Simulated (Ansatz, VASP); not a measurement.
**BeSe in VASP and in Ansatz**

```xyz
2
Lattice="0.0000 2.5810 2.5810 2.5810 0.0000 2.5810 2.5810 2.5810 0.0000" Properties=species:S:1:pos:R:3 pbc="T T T"
Be    0.0000    0.0000    0.0000
Se    1.2905    1.2905    1.2905
```

Alike in both runs: task single point; functional PBE-based screened hybrid; k mesh 4 × 4 × 4; no spin polarisation.

```csv
,VASP,Ansatz
version,VASP 6.6.1,Ansatz 0.2.0
potentials or method,"VASP PAW PBE potentials, release 64 (Be, Se)",plane waves
plane-wave cutoff (eV),520,420
occupations,"gaussian, width 0.01 eV",fixed
valence electrons in the cell,8,18
```

Ansatz gave:

| Item | Value |
| --- | --- |
| gap on the k mesh at the Fermi level (eV) | 3.29 |
| pressure (GPa) | -0.3 |

**Question.** Estimate VASP's values.

**Answer.** gap on the k mesh at the Fermi level (eV): 3.31; pressure (GPa): -0.5.

The two sets of potentials don't hold the same shells in valence. Ansatz warned: «stress_exchange_threshold_loose».

Caveats: the k mesh is coarse (spacing up to 0.53 Å⁻¹), so the values aren't converged; the PAW data sets were made with another functional, which shifts forces and pressure a little (VASP). A k mesh can miss the band edges.
